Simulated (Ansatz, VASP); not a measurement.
**One calculation of GaSb, two programs**

The input INCAR:

```
SYSTEM = GaSb
  PREC = Accurate
  ENCUT = 520
  EDIFF = 1E-6
  ISMEAR = -1
  SIGMA = 0.05
  LREAL = .FALSE.
  LASPH = .TRUE.
  NELM = 100
  ALGO = Normal
  ISIF = 2
  LWAVE = .FALSE.
  LCHARG = .TRUE.
  LELF = .TRUE.
  LVHAR = .TRUE.
  NBANDS = 16
```

The input KPOINTS:

```
regular mesh
0
G
  10 10 10
  0 0 0
```

Contents of POSCAR:

```
GaSb
1.0
   -1.5348727331      2.6388498790      2.8542093822
    1.5348727331     -2.6388498790      2.8542093822
    1.5348727331      2.6388498790     -2.8542093822
Sb Ga
1 1
Direct
    0.5000000000      0.5000000000      0.0000000000
    0.0000000000      0.0000000000      0.0000000000
```

Contents of input.yaml:

```yaml
crystal:
  lattice:
    - [-1.5348727331, 2.638849879, 2.8542093822]
    - [1.5348727331, -2.638849879, 2.8542093822]
    - [1.5348727331, 2.638849879, -2.8542093822]
  atoms:
    - { symbol: Sb, position: [0.5, 0.5, 0.0] }
    - { symbol: Ga, position: [0.0, 0.0, 0.0] }
kpoints:
  mp_grid: { grid: [10, 10, 10] }
scf:
  occupations: { method: fermi_dirac, width: 0.05 }
hamiltonian:
  xc: lda
  pseudopotentials: { kind: all_electron, lapw: { basis_error: 0.001 } }
output:
  forces: true
  stress: true
  eigenvalues: true
```

Change from the starting cell: volume scaled by 0.96.

Alike in both runs: task single point; functional LDA; k mesh 10 × 10 × 10; occupations fermi-dirac, width 0.05 eV; no spin polarisation.

```csv
,VASP,Ansatz
version,VASP 6.6.1,Ansatz 0.2.0
potentials or method,"VASP PAW LDA potentials, release 64 (Sb, Ga_d)","all-electron LAPW, scalar-relativistic"
plane-wave cutoff (eV),520,see its input
```

|  | VASP | Ansatz | Ansatz less VASP |
| --- | --- | --- | --- |
| gap on the k mesh at the Fermi level (eV) | none | none | - |
| pressure (GPa) | -2.4 | -2.5 | -0.03 |
| largest component of the traceless stress (GPa) | 1.26 | 1.24 | -0.027 |

A gap of «none» marks a metal or a gap that the smearing closes. Ansatz ran all-electron here, so the differences hold the error of VASP's frozen core and of both bases.

Spin-orbit coupling is left out, which matters for the levels of Sb.
